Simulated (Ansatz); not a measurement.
# SnSe2 under changes of volume

One of the cells (25.726 Å³/atom); the others are scaled copies at fixed shape and fractional positions:

```
Sn Se
1.0
     3.81100    0.00000    0.00000
    -1.90550    3.30042    0.00000
     0.00000    0.00000    6.13600
Sn Se
1 2
Cartesian
  0.0000 0.0000 0.0000
  1.9055 1.1001 4.6081
  0.0000 2.2003 1.5279
```

```yaml
Program: Ansatz 0.2.0
Functional: LDA
Potentials_or_basis: all-electron LAPW, scalar-relativistic
Cutoff: 240 eV (chosen from the basis error)
Basis_error_allowed: 0.002 eV/atom
k_mesh: 8 × 8 × 5
Occupations: fermi-dirac, width 0.05 eV
Spin: no spin polarisation
```

| volume (Å³/atom) | energy over the lowest point (meV/atom) | pressure (GPa) | gap on the mesh (eV) | largest force (eV/Å) |
| --- | --- | --- | --- | --- |
| 24.182 | 31.59 | 6.0 | 0.75 | 1.130 |
| 24.697 | 15.48 | 4.1 | 0.73 | 0.894 |
| 25.212 | 5.26 | 2.3 | 0.70 | 0.677 |
| 25.726 | 0.29 | 0.8 | 0.68 | 0.477 |
| 26.241 | 0.00 | -0.6 | 0.65 | 0.292 |
| 26.755 | 3.88 | -1.8 | 0.62 | 0.122 |
| 27.270 | ? | ? | ? | ? |

**Question.** What does the run at 27.270 Å³/atom give?

**Answer.** Energy over the lowest point 11.51 meV/atom; pressure -2.9 GPa; gap on the mesh 0.59 eV; largest force 0.035 eV/Å.

Worked out: A Birch-Murnaghan fit of order 3 (a polynomial in V^(-2/3)) to the other rows has its minimum at 26.02 Å³/atom with B0 = V·E''(V) = 69 GPa and B' = 4.7 at fixed shape and positions, which overstates the stiffness. It gives 11.50 meV/atom at 27.270 Å³/atom, against the run's 11.51, and -dE/dV = -2.9 GPa, against -2.9. A straight line through the other rows of the gap, of slope -1.28 eV per unit of ln V, extrapolates to 0.60 eV, against the run's 0.59.

Energies are extrapolated to zero smearing.

Caveats: spin-orbit coupling is left out, which moves the levels of the heavy elements; an odd mesh through Γ misses points on the zone boundary, where band edges often lie; forces of over 1 eV/Å show positions far from the minimum, so gaps and moduli don't describe the material at rest (some runs).
